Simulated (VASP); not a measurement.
# MgO (Fm-3m) in VASP: band structure with HSE06

Aim: the band structure of MgO with HSE06.

Everything below comes from runs of VASP 6.6.1. Logs are shortened: lines on timing, memory, paths and dates and some standing lists are left out, and cuts for length are marked.

**What was measured.**

“Electronic structure of alkaline earth and post-transition metal oxides”, 2009, arxiv:0908.1581 quotes, for a bulk crystal of MgO: band gap 7.83 eV.

The results are compared with them further down.

**1. The crystal as given**

It takes space group Fm-3m (No. 225, cubic). The conventional cell has a = 4.208 Å, b = 4.208 Å, c = 4.208 Å, α = 90.00°, β = 90.00°, γ = 90.00°. Mg (site symmetry m-3m) has 6 O at 2.10 Å as nearest neighbours. O (site symmetry m-3m) has 6 Mg at 2.10 Å as nearest neighbours.

**2. Band structure, HSE06**

File POSCAR:

```
MgO
1.0
    0.0000000000      2.1038000000      2.1038000000
    2.1038000000      0.0000000000      2.1038000000
    2.1038000000      2.1038000000      0.0000000000
Mg O
1 1
Direct
    0.0000000000      0.0000000000      0.0000000000
    0.5000000000      0.5000000000      0.5000000000
```

File INCAR.step1:

```
ALGO     = Normal         # electronic algorithm
EDIFF    = 1E-5           # SCF threshold, eV
ENCUT    = 520            # plane-wave cutoff, eV
GGA      = PE             # functional
ISIF     = 2              # what is computed and relaxed
ISMEAR   = 0              # smearing method
LASPH    = T              # aspherical terms in the spheres
LCHARG   = F              # write CHGCAR
LREAL    = F              # projectors in reciprocal space
LWAVE    = T              # write WAVECAR
NELM     = 80             # most SCF steps
PREC     = Accurate       # precision mode
SIGMA    = 0.02           # smearing width, eV
```

File INCAR.step2:

```
ALGO     = Normal         # electronic algorithm
EDIFF    = 1E-6           # SCF threshold, eV
ENCUT    = 520            # plane-wave cutoff, eV
GGA      = PE             # functional
HFSCREEN = 0.2            # screening, 1/A
ISIF     = 2              # what is computed and relaxed
ISMEAR   = 0              # smearing method
ISTART   = 1            
LASPH    = T              # aspherical terms in the spheres
LCHARG   = F              # write CHGCAR
LHFCALC  = T              # exact exchange
LREAL    = F              # projectors in reciprocal space
LWAVE    = F              # write WAVECAR
NELM     = 80             # most SCF steps
PREC     = Accurate       # precision mode
PRECFOCK = Fast         
SIGMA    = 0.02           # smearing width, eV
```

File KPOINTS:

```
k-points
0
Gamma
  8 8 8
```

File KPOINTS_OPT:

```
path GXWKGLUWLK,UX
10
line-mode
reciprocal
 0.0000000000  0.0000000000  0.0000000000  G
 0.5000000000  0.0000000000  0.5000000000  X

 0.5000000000  0.0000000000  0.5000000000  X
 0.5000000000  0.2500000000  0.7500000000  W

 0.5000000000  0.2500000000  0.7500000000  W
 0.3750000000  0.3750000000  0.7500000000  K

 0.3750000000  0.3750000000  0.7500000000  K
 0.0000000000  0.0000000000  0.0000000000  G

 0.0000000000  0.0000000000  0.0000000000  G
 0.5000000000  0.5000000000  0.5000000000  L

 0.5000000000  0.5000000000  0.5000000000  L
 0.6250000000  0.2500000000  0.6250000000  U

 0.6250000000  0.2500000000  0.6250000000  U
 0.5000000000  0.2500000000  0.7500000000  W

 0.5000000000  0.2500000000  0.7500000000  W
 0.5000000000  0.5000000000  0.5000000000  L

 0.5000000000  0.5000000000  0.5000000000  L
 0.3750000000  0.3750000000  0.7500000000  K

 0.6250000000  0.2500000000  0.6250000000  U
 0.5000000000  0.0000000000  0.5000000000  X
```

Potentials or basis: VASP PAW PBE potentials, release 64 (Mg, O).

Command:

```sh
> cat potpaw_PBE.64/Mg/POTCAR potpaw_PBE.64/O/POTCAR > POTCAR
> cp INCAR.step1 INCAR
> mpirun -np 1 vasp_std > vasp.out
> cp INCAR.step2 INCAR
> mpirun -np 1 vasp_std > vasp.out
```

OUTCAR:

```text
EDIFF = 1E-6
   ENCUT = 520
   GGA = PE
   HFSCREEN = 0.2
   ISIF = 2
   ISMEAR = 0
   ISTART = 1
   LASPH = T
   LHFCALC = T
   LREAL = F
   NELM = 80
   PREC = Accurate
   PRECFOCK = Fast

 ion  position               nearest neighbor table
   1  0.000  0.000  0.000-   2 2.10   2 2.10   2 2.10   2 2.10   2 2.10   2 2.10
   2  0.500  0.500  0.500-   1 2.10   1 2.10   1 2.10   1 2.10   1 2.10   1 2.10

  LATTYP: Found a face centered cubic cell.
 ALAT       =     4.2076000000

  Lattice vectors:

 A1 = (   0.0000000000,   2.1038000000,   2.1038000000)
 A2 = (   2.1038000000,   0.0000000000,   2.1038000000)
 A3 = (   2.1038000000,   2.1038000000,   0.0000000000)

Analysis of symmetry for initial positions (statically):
=====================================================================
 Subroutine PRICEL returns:
 Original cell was already a primitive cell.

 Routine SETGRP: Setting up the symmetry group for a
 face centered cubic supercell.

 Subroutine GETGRP returns: Found 48 space group operations
 (whereof 48 operations were pure point group operations)
 out of a pool of 48 trial point group operations.

The static configuration has the point symmetry O_h .

Analysis of symmetry for dynamics (positions and initial velocities):
=====================================================================
 Subroutine PRICEL returns:
 Original cell was already a primitive cell.

 Routine SETGRP: Setting up the symmetry group for a
 face centered cubic supercell.

 Subroutine GETGRP returns: Found 48 space group operations
 (whereof 48 operations were pure point group operations)
 out of a pool of 48 trial point group operations.

The dynamic configuration has the point symmetry O_h .

 Subroutine INISYM returns: Found 48 space group operations
 (whereof 48 operations are pure point group operations),
 and found     1 'primitive' translations

----------------------------------------------------------------------------------------

                                     Primitive cell

  volume of cell :      18.6227

  direct lattice vectors                    reciprocal lattice vectors
     0.000000000  2.103800000  2.103800000    -0.237665177  0.237665177  0.237665177
     2.103800000  0.000000000  2.103800000     0.237665177 -0.237665177  0.237665177
     2.103800000  2.103800000  0.000000000     0.237665177  0.237665177 -0.237665177

  length of vectors
     2.975222493  2.975222493  2.975222493     0.411648162  0.411648162  0.411648162

  position of ions in fractional coordinates (direct lattice)
     0.000000000  0.000000000  0.000000000
     0.500000000  0.500000000  0.500000000

  ion indices of the primitive-cell ions
   primitive index   ion index
                 1           1
                 2           2

----------------------------------------------------------------------------------------

 KPOINTS: k-points

Automatic generation of k-mesh.
 Grid dimensions read from file:
 generate k-points for:    8    8    8

 Generating k-lattice:

  Cartesian coordinates                     Fractional coordinates (reciprocal lattice)
    -0.029708147  0.029708147  0.029708147     0.125000000  0.000000000  0.000000000
     0.029708147 -0.029708147  0.029708147     0.000000000  0.125000000  0.000000000
     0.029708147  0.029708147 -0.029708147     0.000000000  0.000000000  0.125000000

  Length of vectors
     0.051456020  0.051456020  0.051456020

  Shift w.r.t. Gamma in fractional coordinates (k-lattice)
     0.000000000  0.000000000  0.000000000

 Subroutine IBZKPT returns following result:
 ===========================================

 Found     29 irreducible k-points:

 Following reciprocal coordinates:
            Coordinates               Weight
  0.000000  0.000000  0.000000      1.000000
  0.125000  0.000000  0.000000      8.000000
  0.250000  0.000000  0.000000      8.000000
  0.375000  0.000000  0.000000      8.000000
  0.500000  0.000000  0.000000      4.000000
  0.125000  0.125000  0.000000      6.000000
[... 16 lines left out ...]
  0.500000  0.250000  0.125000     48.000000
 -0.375000  0.250000  0.125000     24.000000
 [... further k-points ...]
   k-points           NKPTS =     29   k-points in BZ     NKDIM =    512   number of bands    NBANDS=      8
   number of dos      NEDOS =    301   number of ions     NIONS =      2
   total plane-waves  NPLWV =  13824
   dimension x,y,z NGX =    24 NGY =   24 NGZ =   24
   dimension x,y,z NGXF=    48 NGYF=   48 NGZF=   48
   ions per type =               1   1
   NGX,Y,Z   is equivalent  to a cutoff of  13.41, 13.41, 13.41 a.u.
   NGXF,Y,Z  is equivalent  to a cutoff of  26.82, 26.82, 26.82 a.u.
 SYSTEM =  unknown system
   PREC   = accura    normal or accurate (medium, high low for compatibility)
   ISTART =      1    job   : 0-new  1-cont  2-samecut
   ICHARG =      0    charge: 1-file 2-atom 10-const
   ISPIN  =      1    spin polarized calculation?
   LNONCOLLINEAR =      F non collinear calculations
   LSORBIT =      F    spin-orbit coupling
   LASPH  =      T    aspherical Exc in radial PAW
   ENCUT  =  520.0 eV  38.22 Ry    6.18 a.u.   5.53  5.53  5.53*2*pi/ulx,y,z
   NELM   =     80;   NELMIN=  2; NELMDL=  0     # of ELM steps
   EDIFF  = 0.1E-05   stopping-criterion for ELM
   LREAL  =      F    real-space projection
   EDIFFG = 0.1E-04   stopping-criterion for IOM
   NSW    =      0    number of steps for IOM
   IBRION =     -1    ionic relax: 0-MD 1-quasi-New 2-CG
   NFREE  =      0    steps in history (QN), initial steepest desc. (CG)
   ISIF   =      2    stress and relaxation
   ISYM   =      3    0-nonsym 1-usesym 2-fastsym
   POTIM  = 0.5000    time-step for ionic-motion
   TEBEG  =    0.0;   TEEND  =   0.0 temperature during run
   PSTRESS=    0.0 pullay stress
   NELECT =       8.0000    total number of electrons
   NUPDOWN=      -1.0000    fix difference up-down
   EMIN   =  10.00;   EMAX   =-10.00  energy-range for DOS
   EFERMI =   0.00;   METHOD = LEGACY
   ISMEAR =     0;   SIGMA  =   0.02  broadening in eV -4-tet -1-fermi 0-gaus
   EFERMI_NEDOS =   21; number of points for ismear=-14 and -15
   IALGO  =     38    algorithm
   IMIX   =      1    mixing-type and parameters
     AMIX     =   0.40;   BMIX     =  1.00
     AMIX_MAG =   1.60;   BMIX_MAG =  1.00
  volume/ion in A,a.u.               =       9.31        62.84
  Fermi-wavevector in a.u.,A,eV,Ry     =   1.235256  2.334296 20.760557  1.525858
  Thomas-Fermi vector in A             =   2.369913
   LORBIT       =      0    0 simple, 1 ext, 2 COOP (PROOUT), +10 PAW based schemes
   GGA     = PE    functional components
   LHFCALC =     T    Hartree Fock is set to
   PRECFOCK=fast      Normal, Fast or Accurate (Low or Medium for compatibility)
   ENCUT4O =  -1.0   cutoff for four orbital integrals eV
   NKREDX  =     1    reduce k-point grid by
   NKREDY  =     1    reduce k-point grid by
   NKREDZ  =     1    reduce k-point grid by
   AEXX    =    0.2500 exact exchange contribution
   HFSCREEN=    0.2000 screening length (either q_TF or 0.3 A-1)
   HFSCREENC=   0.2000 screening length for correlation (either q_TF or 0.3 A-1)
   ENCUTFOCK=  -1.0 apply spherical cutoff to Coloumb kernel
   IVDW    =     0    specifies the selected vdW correction
   LEPSILON=     F    determine dielectric tensor
   LRPA    =     F    only Hartree local field effects (RPA)
 non-spin polarized calculation
 Gauss-broadening in eV      SIGMA  =   0.02
  energy-cutoff  :      520.00
  volume of cell :       18.62
 maximum number of plane-waves:       531
 NGX is ok and might be reduce to    24
  NGX = 14; NGY = 14; NGZ = 14

 number of electron       8.0000005 magnetization

 Free energy of the ion-electron system (eV)
  ---------------------------------------------------
  ext. energy  EPLUGINS =         0.00000000
  ---------------------------------------------------
  free energy    TOTEN  =       -14.23133262 eV

  energy without entropy =      -14.23133262  energy(sigma->0) =      -14.23133262

 E-fermi :   2.1057     XC(G=0):  -9.0954

 val. band max:        1.9497578726   @ k =   0.0000   0.0000   0.0000
 cond. band min:       8.4438531956   @ k =   0.0000   0.0000   0.0000
 fundamental gap:      6.4940953230
 Fermi energy:         2.1057145489

 k-point     1 :       0.0000    0.0000    0.0000
  band No.  band energies     occupation
      1     -16.8936      2.00000
      2       1.9498      2.00000
      3       1.9498      2.00000
      4       1.9498      2.00000
      5       8.4439      0.00000
      6      19.7457      0.00000
      7      19.7457      0.00000
      8      19.7457      0.00000

 k-point     2 :       0.1250    0.0000    0.0000
  band No.  band energies     occupation
      1     -16.7207      2.00000
      2       0.9711      2.00000
      3       1.8368      2.00000
      4       1.8368      2.00000
      5       9.3760      0.00000
      6      18.0401      0.00000
      7      20.1284      0.00000
      8      20.1284      0.00000

 k-point     3 :       0.2500    0.0000    0.0000
  band No.  band energies     occupation
      1     -16.2727      2.00000
      2      -0.8631      2.00000
      3       1.5762      2.00000
      4       1.5762      2.00000
      5      10.8980      0.00000
      6      16.5484      0.00000
      7      20.6664      0.00000
      8      20.6664      0.00000
[... 210 lines left out ...]
 k-point    23 :       0.5000    0.2500    0.1250
  band No.  band energies     occupation
      1     -15.5545      2.00000
      2      -2.0148      2.00000
      3       0.0926      2.00000
      4       1.0040      2.00000
      5      13.4136      0.00000
      6      15.6613      0.00000
      7      17.9441      0.00000
      8      21.3119      0.00000

 k-point    24 :      -0.3750    0.2500    0.1250
  band No.  band energies     occupation
      1     -15.3784      2.00000
      2      -2.3382      2.00000
      3      -0.1275      2.00000
      4       0.8740      2.00000
      5      13.5485      0.00000
      6      16.3561      0.00000
      7      17.4957      0.00000
      8      21.0487      0.00000

 [... further k-points ...]

------------------------ aborting loop because EDIFF is reached ----------------------------------------

  FORCE on cell =-STRESS in cart. coord.  units (eV):
  Direction    XX          YY          ZZ          XY          YZ          ZX
  --------------------------------------------------------------------------------------
  -------------------------------------------------------------------------------------
  Total       -0.1221743     -0.1221743     -0.1221743      0.0000000     -0.0000000     -0.0000000
  in kB      -10.5110759    -10.5110759    -10.5110759      0.0000000     -0.0000000     -0.0000000
  external PRESSURE =     -10.5110759 kB  Pullay stress =       0.0000000 kB

 VOLUME and BASIS-vectors are now :
 -----------------------------------------------------------------------------
  energy-cutoff  :      520.00
  volume of cell :       18.62
      direct lattice vectors                 reciprocal lattice vectors
     0.000000000  2.103800000  2.103800000    -0.237665177  0.237665177  0.237665177
     2.103800000  0.000000000  2.103800000     0.237665177 -0.237665177  0.237665177
     2.103800000  2.103800000  0.000000000     0.237665177  0.237665177 -0.237665177

 POSITION                                       TOTAL-FORCE (eV/Angst)
 -----------------------------------------------------------------------------------
      0.00000      0.00000      0.00000         0.000000     -0.000000      0.000000
      2.10380      2.10380      2.10380        -0.000000      0.000000     -0.000000
 -----------------------------------------------------------------------------------
    total drift:                                0.000000      0.000000      0.000000

  FREE ENERGIE OF THE ION-ELECTRON SYSTEM (eV)
  ---------------------------------------------------
  free  energy   TOTEN  =       -14.2313326242 eV

  energy  without entropy=      -14.2313326242  energy(sigma->0) =      -14.23133262
```

Run time: 14 min. Hardware: 1 thread of Intel Xeon 6975P-C (Granite Rapids), shared host; peak memory 0.29 GiB.

Results:

```yaml
Free_energy: -14.2313 eV
Pressure: -1.1 GPa
Band_gap_on_the_k_mesh: 6.49 eV, direct
Band_gap_along_the_path: 6.49 eV, direct
```

Levels at the corners of the path, in eV from the valence-band top:
| point | band 2 | band 3 | band 4 | band 5 | band 6 | band 7 |
| --- | --- | --- | --- | --- | --- | --- |
| Γ | 0.00 | 0.00 | 0.00 | 6.49 | 17.80 | 17.80 |
| X | -4.40 | -1.48 | -1.48 | 10.88 | 11.91 | 15.42 |
| X | -4.40 | -1.48 | -1.48 | 10.88 | 11.91 | 15.42 |
| W | -3.18 | -3.18 | -1.90 | 13.71 | 13.71 | 14.26 |
| W | -3.18 | -3.18 | -1.90 | 13.71 | 13.71 | 14.26 |
| K | -3.76 | -2.91 | -1.25 | 11.96 | 13.85 | 14.74 |
| K | -3.76 | -2.91 | -1.25 | 11.96 | 13.85 | 14.74 |
| Γ | 0.00 | 0.00 | 0.00 | 6.49 | 17.80 | 17.80 |
| Γ | 0.00 | 0.00 | 0.00 | 6.49 | 17.80 | 17.80 |
| L | -4.95 | -0.72 | -0.72 | 9.71 | 14.93 | 18.38 |
| L | -4.95 | -0.72 | -0.72 | 9.71 | 14.93 | 18.38 |
| U | -3.76 | -2.91 | -1.25 | 11.96 | 13.85 | 14.74 |
| U | -3.76 | -2.91 | -1.25 | 11.96 | 13.85 | 14.74 |
| W | -3.18 | -3.18 | -1.90 | 13.71 | 13.71 | 14.26 |
| W | -3.18 | -3.18 | -1.90 | 13.71 | 13.71 | 14.26 |
| L | -4.95 | -0.72 | -0.72 | 9.71 | 14.93 | 18.38 |
| L | -4.95 | -0.72 | -0.72 | 9.71 | 14.93 | 18.38 |
| K | -3.76 | -2.91 | -1.25 | 11.96 | 13.85 | 14.74 |
| U | -3.76 | -2.91 | -1.25 | 11.96 | 13.85 | 14.74 |
| X | -4.40 | -1.48 | -1.48 | 10.88 | 11.91 | 15.42 |

Caveat: the PAW data sets were made with another functional, which shifts forces and pressure a little.

**3. Comparison with measurements**

Step 2. Measured gap of MgO: 7.83 eV (quoted in “Electronic structure of alkaline earth and post-transition metal oxides”, 2009, arxiv:0908.1581). This calculation gives 6.49 eV (-1.34 eV). The value is that of HSE06, without temperature or zero-point motion.
